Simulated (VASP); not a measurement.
Set up this calculation in VASP 6.6.1, as the native input.

```
Task                   : relaxation of cell and atoms
Functional             : r2SCAN
Potentials or basis    : VASP PAW PBE potentials, release 64 (Sb)
Cutoff                 : 600 eV
k mesh                 : 9 × 9 × 5
Occupations            : gaussian, width 0.05 eV
Spin                   : no spin polarisation
Further INCAR settings : ALGO = Normal; EDIFF = 1e-06; IBRION = 2; EDIFFG = -0.02; NSW = 40; ISIF = 3
```

The structure of Sb lies in POSCAR:

```
Sb
1.0
    3.3545324186      0.0000000000      0.0000000000
   -1.6772662093      2.9051102923      0.0000000000
    0.0000000000      0.0000000000      5.4701606500
Sb
2
Direct
    0.6666666667      0.3333333333      0.7500000000
    0.3333333333      0.6666666667      0.2500000000
```

This isn't the form of Sb at room conditions, which is rhombohedral.

One way to write it, as run:

INCAR

```
PREC = Accurate ; ENCUT = 600
EDIFF = 1E-6 ; ISMEAR = 0
SIGMA = 0.05 ; LREAL = F
LASPH = T ; NELM = 80
ALGO = Normal ; ISIF = 3
LWAVE = F ; LCHARG = F
METAGGA = R2SCAN ; LMIXTAU = T
IBRION = 2 ; NSW = 40
EDIFFG = -0.02
```

KPOINTS

```
Automatic mesh
0
Gamma
  9 9 5
```

Potentials or basis: VASP PAW PBE potentials, release 64 (Sb).

The run is started by

```bash
$ cat potpaw_PBE.64/Sb/POTCAR > POTCAR
$ mpirun -np 1 vasp_std > vasp.out
```

Results of the run:

```
Relaxed volume                         : 26.89 Å³/atom
Relaxed cell                           : a = 3.353 Å, b = 3.353 Å, c = 5.524 Å, α = 90.00°, β = 90.00°, γ = 120.00°
Space group after relaxing (to 0.05 Å) : P6_3/mmc (No. 194)
Energy gained by relaxing              : 0.9 meV/atom
Ionic steps                            : 5
Pressure after relaxing                : -0.1 GPa
Band gap on the k mesh                 : none (metal or under the smearing width)
```

Caveat: the PAW data sets were made with another functional, which shifts forces and pressure a little.

Run time: 2.1 min on 1 thread of Intel(R) Xeon(R) 6975P-C (Granite Rapids), with other jobs on the host, peak memory 0.21 GiB.
